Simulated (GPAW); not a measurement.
# TaS2 (P-3m1) in GPAW: notebook

The runs below take TaS2 through single point, with PBE.

All numbers are computed with GPAW 26.7.0; they aren't measurements. Logs are shortened: lines on timing, memory, paths and dates and some standing lists are left out, and cuts for length are marked. The log counts tension as positive stress, the text compression.

**1. The crystal as given**

It takes space group P-3m1 (No. 164, trigonal). The conventional cell has a = 3.350 Å, b = 3.350 Å, c = 5.860 Å, α = 90.00°, β = 90.00°, γ = 120.00°. Ta (site symmetry -3m) is surrounded by 6 S at 2.43 Å. S (site symmetry 3m) has 3 Ta at 2.43 Å as nearest neighbours.

**2. Single point, PBE**

The input, run.py:

```python
from ase import Atoms
from ase.dft.bandgap import bandgap
from ase.io import write
from ase.units import GPa
from gpaw import GPAW, PW

atoms = Atoms(['Ta', 'S', 'S'],
              cell=[[3.35, 0.0, 0.0],
                    [-1.675, 2.9011851027, 0.0],
                    [0.0, 0.0, 5.86]],
              scaled_positions=[[0.0, 0.0, 0.0],
                                [0.6666666667, 0.3333333333, 0.75],
                                [0.3333333333, 0.6666666667, 0.25]],
              pbc=True)

calc = GPAW(mode=PW(600),
            xc='PBE',
            kpts={'size': (9, 9, 5), 'gamma': True},
            occupations={'name': 'methfessel-paxton', 'order': 0, 'width': 0.016},
            nbands=25,
            convergence={'density': 1e-05, 'energy': 1e-05},
            maxiter=150,
            txt='gpaw.txt')
atoms.calc = calc
energy = atoms.get_potential_energy()
forces = atoms.get_forces()
stress = atoms.get_stress()
calc.write('gs.gpw')
write('result.traj', atoms)
print(f'Energy: {energy:.6f} eV')
print('Forces (eV/A):')
print(forces.round(4))
print('Stress (GPa):', (stress / GPa).round(3))
print('Fermi level:', round(calc.get_fermi_level(), 4), 'eV')
print(f'Gap: {bandgap(calc)[0]:.4f} eV, direct: {bandgap(calc, direct=True)[0]:.4f} eV')
```

Potentials or basis: GPAW PAW data sets (gpaw-data 1.2.1), pw.

The run is started by

```console
$ OMP_NUM_THREADS=1 python run.py
```

gpaw.txt:

```text
__  _  _
 | _ |_)|_||  |
 |__||  | ||/\| - 26.7.0

Input parameters:
  mode=PW(ecut=600.0),
  convergence={'density': 1e-05, 'energy': 1e-05},
  kpts=MonkhorstPack(size=(9, 9, 5), gamma=True),
  maxiter=150,
  nbands=25,
  occupations=Occupations(name='methfessel-paxton', order=0, width=0.016),
  xc=XC(name='PBE')

Diagonalizing LCAO Hamiltonian
Converting LCAO to pw mode

            S

         S

       Ta

Atoms  # Å, Bohr magnetons
|   | symbol |         x |        y |        z |    initial magnetic moments |
|---|--------|-----------|----------|----------|-----------------------------|
| 0 |     Ta |  0.000000 | 0.000000 | 0.000000 | ( 0.0000,  0.0000,  0.0000) |
| 1 |      S |  1.675000 | 0.967062 | 4.395000 | ( 0.0000,  0.0000,  0.0000) |
| 2 |      S | -0.000000 | 1.934123 | 1.465000 | ( 0.0000,  0.0000,  0.0000) |

Unit cell  # Å
| periodic |         x |        y |        z |  lengths |     angles |
|----------|-----------|----------|----------|----------|------------|
|      yes |  3.350000 | 0.000000 | 0.000000 | 3.350000 |  90.000000 |
|      yes | -1.675000 | 2.901185 | 0.000000 | 3.350000 |  90.000000 |
|      yes |  0.000000 | 0.000000 | 5.860000 | 5.860000 | 120.000000 |

Number of symmetries: 12
Symmetry operations  # r_c * U_cc + t_c -> r_c
|    | kind |            matrix            |
|----|------|------------------------------|
|  0 |  σ   |  1, 1, 0,  0,-1, 0,  0, 0, 1 |
|  1 |  S6  |  1, 1, 0, -1, 0, 0,  0, 0,-1 |
|  2 |  E   |  1, 0, 0,  0, 1, 0,  0, 0, 1 |
|  3 |  C2  |  1, 0, 0, -1,-1, 0,  0, 0,-1 |
|  4 |  C2  |  0, 1, 0,  1, 0, 0,  0, 0,-1 |
|  5 |  C3  |  0, 1, 0, -1,-1, 0,  0, 0, 1 |
|  6 |  S6  |  0,-1, 0,  1, 1, 0,  0, 0,-1 |
|  7 |  σ   |  0,-1, 0, -1, 0, 0,  0, 0, 1 |
|  8 |  σ   | -1, 0, 0,  1, 1, 0,  0, 0, 1 |
|  9 |  i   | -1, 0, 0,  0,-1, 0,  0, 0,-1 |
| 10 |  C3  | -1,-1, 0,  1, 0, 0,  0, 0, 1 |
| 11 |  C2  | -1,-1, 0,  0, 1, 0,  0, 0,-1 |

BZ-sampling:
  Number of BZ points: 405
  Number of IBZ points: 50

  Monkhorst-Pack size: [9, 9, 5]
  Monkhorst-Pack shift: [0, 0, 0]

K-points  # in reciprocal-cell coordinates
|     |                                coordinates |     weight |
|-----|--------------------------------------------|------------|
|   0 | (  0.00000000,   0.00000000,   0.00000000) | 0.00246914 |
|   1 | (  0.00000000,   0.00000000,   0.20000000) | 0.00493827 |
|   2 | (  0.00000000,   0.00000000,   0.40000000) | 0.00493827 |
|   3 | (  0.11111111,   0.00000000,  -0.40000000) | 0.01481481 |
|   4 | (  0.11111111,   0.00000000,  -0.20000000) | 0.01481481 |
|   5 | (  0.11111111,   0.00000000,   0.00000000) | 0.01481481 |
|   6 | (  0.11111111,   0.00000000,   0.20000000) | 0.01481481 |
|   7 | (  0.11111111,   0.00000000,   0.40000000) | 0.01481481 |
|   8 | (  0.22222222,  -0.11111111,   0.00000000) | 0.01481481 |
|   9 | (  0.22222222,  -0.11111111,   0.20000000) | 0.02962963 |
| ... |                                            |            |
|  49 | (  0.44444444,   0.44444444,   0.40000000) | 0.02962963 |

Plane wave coefficients: 1931
Cutoff: 600.0 eV

Spin-components: 1 (collinear spins)
Bands:           25
Projectors:      16
Spin-degeneracy: 2
Datatype:        complex128

Parallelization:
  kpt:    1
  domain: 1
  band:   1

Density:
  Valence electrons: 25.0
  Components: 1
  Grid points: [20 20 35]
  Charge: 0.0  # |e|

Potential:
  Grid points: [20 20 35]

species:
  Ta:
    name:    Tantalum
    Z:       73.0
    valence: 13
    core:    60
    charge:  0.0  # [|e|]
    compensation charges:
      type: gauss
      rc: 0.42  # [Å]
      lmax: 2
    cutoffs:
      filter: 2.36  # [Å]
      core: 3.45  # [Å]
    projectors
    | kind |    occ | energy [eV] | rcut [Å] |
    |------|--------|-------------|----------|
    |   5s |  2.000 |     -72.790 |    1.365 |
    |   6s |  2.000 |      -5.429 |    1.365 |
    |   5p |  6.000 |     -39.427 |    1.349 |
    |   6p |  0.000 |      -1.396 |    1.349 |
    |   5d |  3.000 |      -3.603 |    1.307 |
    |    d |        |      23.609 |    1.307 |

    Using partial waves for Ta as LCAO basis

  S:
    name:    Sulfur
    Z:       16.0
    valence: 6
    core:    10
    charge:  0.0  # [|e|]
    compensation charges:
      type: gauss
      rc: 0.24  # [Å]
      lmax: 2
    cutoffs:
      filter: 1.77  # [Å]
      core: 1.66  # [Å]
    projectors
    | kind |    occ | energy [eV] | rcut [Å] |
    |------|--------|-------------|----------|
    |   3s |  2.000 |     -17.254 |    0.974 |
    |   3p |  4.000 |      -7.008 |    0.979 |
    |    s |        |       9.957 |    0.974 |
    |    p |        |      20.203 |    0.979 |
    |    d |        |       0.000 |    0.900 |

    Using partial waves for S as LCAO basis

Reference energy: -445887.681196  # eV

eigensolver:
  PPCG
  Converge bands: occupied
  niter=2

density mixing:
  MSR1-Mixer
  Pratt-step length: 0.05
  Maximum mixing coefficient: 0.75
  Old densities: 10
  SVD Regularization: 0.005
  Good broyden scale: 1.0
  Trust region scale: 1.0
  Backstep threshold: 4.0
  History deletion threshold: 6.0
  Fourier metric: weight=20.0, sigma=0.015

occupation numbers:
  Methfessel-Paxton:
    width: 0.0160  # eV
    order: 0

poisson solver:
  ecut: 4800.0  # eV

xc functional:
  name: PBE with 2 nearest neighbor stencil

convergence criteria:
- Maximum integral of absolute [dens]ity change: 1e-05 electrons / valence electron
- Maximum [total energy] change in last 3 cyles: 1e-05 eV / valence electron
- Maximum integral of absolute [eigenst]ate change: 4e-08 eV^2 / valence electron
maximum number of iterations: 150

SCF iterations
|iter     | |      energy | eigst |  dens |
|---------|-|-------------|-------|-------|
|iter:   1| |  -21.551748 | +0.24 |       |
|iter:   2| |  -21.448332 | -1.76 | -1.11 |
|iter:   3| |  -21.042434 | -1.53 | -1.16 |
|iter:   4| |  -21.038078 | -2.68 | -1.63 |
|iter:   5| |  -21.028902 | -3.32 | -1.84 |
|iter:   6| |  -21.027959 | -3.76 | -2.09 |
|iter:   7| |  -21.027960 | -5.64 | -3.18 |
|iter:   8| |  -21.027962c| -6.68 | -3.68 |
|iter:   9| |  -21.027962c| -8.05c| -4.45 |
|iter:  10| |  -21.027962c| -8.87c| -5.30c|

Converged in 10 steps
Energy contributions relative to reference atoms: (reference = -445887.681196)

Energy contributions:
  Kinetic:          30.763012
  Coulomb:         -31.034164
  Zero:             -0.025511
  External:          0.000000
  Xc:              -20.731103
  Entropy:          -0.000391
  Spinorbit:         0.000000
  ----------------------------
  Free energy:     -21.028158
  Extrapolated:    -21.027962

dipole moment: (-6.014753, -10.417859, -21.042660)  # |e|*Ang

Fermi level: 8.045
Eigenvalues  # (at kpt = [0.000, 0.000, 0.000])
| band index |      eig [eV] | occ [0-2] |
|------------|---------------|-----------|
|          0 |       -60.559 |     2.000 |
|        ... |               |           |
|          4 |        -7.099 |     2.000 |
|          5 |        -5.031 |     2.000 |
|          6 |         1.084 |     2.000 |
|          7 |         3.796 |     2.000 |
|          8 |         3.796 |     2.000 |
|          9 |         6.705 |     2.000 |
[... 8 lines left out ...]
|         18 |        13.637 |     0.000 |
|         19 |        16.963 |     0.000 |
|        ... |               |           |
|         24 |        21.924 |     0.000 |

No gap
No difference between direct/indirect transitions

Forces  # eV/Ang
|        x |       y |        z |
|----------|---------|----------|
| -0.00000 | 0.00000 |  0.00000 |  # Ta   0
|  0.00000 | 0.00000 | -1.30058 |  # S    1
| -0.00000 | 0.00000 |  1.30058 |  # S    2

Stress tensor  # eV/Ang^3
|         x |         y |         z |
|-----------|-----------|-----------|
| -0.048530 |  0.000000 |  0.000000 |
|  0.000000 | -0.048530 |  0.000000 |
|  0.000000 |  0.000000 | -0.080144 |

# Writing to gs.gpw (mode='')
```

Wall time 40 s (1 thread of Arm Neoverse V1, shared host); peak memory 0.2 GiB.

Results:

| Quantity | Value |
| --- | --- |
| Free energy | -21.0282 eV |
| Pressure | 9.5 GPa |
| Largest force | 1.301 eV/Å |
| Band gap on the k mesh | none (metal or under the smearing width) |

Forces in eV/Å, atoms in the order of the input:
```
Ta   0.000  0.000  0.000
S    0.000  0.000 -1.301
S    0.000  0.000  1.301
```

Stress tensor (GPa, compression positive):
```
 7.78  0.00  0.00
 0.00  7.78  0.00
 0.00  0.00 12.84
```

Levels at points of the mesh, in eV from the Fermi level:
```tsv
k point	band 11	band 12	band 13	band 14	band 15	band 16
(0.00, 0.00, 0.00)	-0.80	-0.80	0.02	0.02	0.28	4.09
```

Caveat: this functional lacks dispersion, which binds the layers, so the pressure and a relaxed spacing across them are unreliable; forces of over 1 eV/Å show positions far from the minimum, so gaps and moduli don't describe the material at rest. Spin-orbit coupling is left out, which matters for the levels of Ta.

**3. Single point, PBE**

Edit run.py of step 2 so:

```diff
@@ -3,4 +3,5 @@
 from ase.io import write
-from ase.units import GPa
+from ase.units import Bohr, GPa
 from gpaw import GPAW, PW
+from gpaw.elf import elf_from_dft_calculation
 
@@ -18,3 +19,3 @@
             kpts={'size': (9, 9, 5), 'gamma': True},
-            occupations={'name': 'methfessel-paxton', 'order': 0, 'width': 0.016},
+            occupations={'name': 'methfessel-paxton', 'order': 0, 'width': 0.017},
             nbands=25,
@@ -35 +36,6 @@
 print(f'Gap: {bandgap(calc)[0]:.4f} eV, direct: {bandgap(calc, direct=True)[0]:.4f} eV')
+
+# fields on the real-space grid
+write('density.cube', atoms, data=calc.get_pseudo_density() * Bohr**3)
+write('potential.cube', atoms, data=calc.get_electrostatic_potential())
+write('elf.cube', atoms, data=elf_from_dft_calculation(calc).data)
```

Potentials or basis: GPAW PAW data sets (gpaw-data 1.2.1), pw.

The run is started by

```console
$ OMP_NUM_THREADS=1 python run.py
```

It took 41 s on 1 thread of Arm Neoverse V1, shared host; peak memory 0.2 GiB.

Results (log left out):

```
Free energy            : -21.0282 eV
Pressure               : 9.5 GPa
Largest force          : 1.300 eV/Å
Band gap on the k mesh : none (metal or under the smearing width)
```

Forces on the atoms (eV/Å):
```
Ta   0.000  0.000  0.000
S    0.000  0.000 -1.300
S    0.000  0.000  1.300
```

Stress tensor (GPa, compression positive):
```
 7.78  0.00  0.00
 0.00  7.78  0.00
 0.00  0.00 12.84
```

Levels at points of the mesh, in eV from the Fermi level:
| k point | band 10 | band 11 | band 12 | band 13 | band 14 | band 15 | band 16 | band 17 |
| --- | --- | --- | --- | --- | --- | --- | --- | --- |
| (0.00, 0.00, 0.00) | -1.34 | -0.80 | -0.80 | 0.02 | 0.02 | 0.28 | 4.09 | 4.09 |

Caveat: this functional lacks dispersion, which binds the layers, so the pressure and a relaxed spacing across them are unreliable; forces of over 1 eV/Å show positions far from the minimum, so gaps and moduli don't describe the material at rest. The run has no spin-orbit coupling, so splittings on Ta are missing.
